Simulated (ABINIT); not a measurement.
Crystal: CaO.

```
Ca O
1.0
     0.00000    2.40356    2.40356
     2.40356    0.00000    2.40356
     2.40356    2.40356    0.00000
Ca O
1 1
Direct
  0.00000 0.00000 0.00000
  0.50000 0.50000 0.50000
```

The cell is a database's computed one.

Base run:

| Item | Value |
| --- | --- |
| Program | ABINIT 10.8.3 (patched build) |
| Functional | PBEsol |
| Potentials or basis | JTH PAW PBE v2.0 |
| Cutoff | 626 eV |
| k mesh | 13 × 13 × 13 |
| Occupations | fermi-dirac, width 0.05 eV |
| Spin | no spin polarisation |

Its results: band gap on the k mesh 3.58 eV, indirect (least direct gap 3.95 eV); pressure -2.8 GPa.

**Question.** After a change of settings the same cell gave: band gap on the k mesh 3.51 eV, indirect (least direct gap 3.88 eV); pressure -7.1 GPa. Which change was it?
A. functional from PBEsol to LDA; potentials or basis from JTH PAW PBE v2.0 to JTH PAW LDA v2.0
B. functional from PBEsol to revPBE; k mesh from 13 × 13 × 13 to 10 × 10 × 10
C. functional from PBEsol to HCTH407; k mesh from 13 × 13 × 13 to 10 × 10 × 10
D. functional from PBEsol to WC; k mesh from 13 × 13 × 13 to 10 × 10 × 10

**Answer.** A.

Caveats: an odd mesh through Γ misses points on the zone boundary, where band edges often lie; the PAW data sets were made with another functional, which shifts forces and pressure a little (some runs).

Runs at the PBE level aren't shown here.
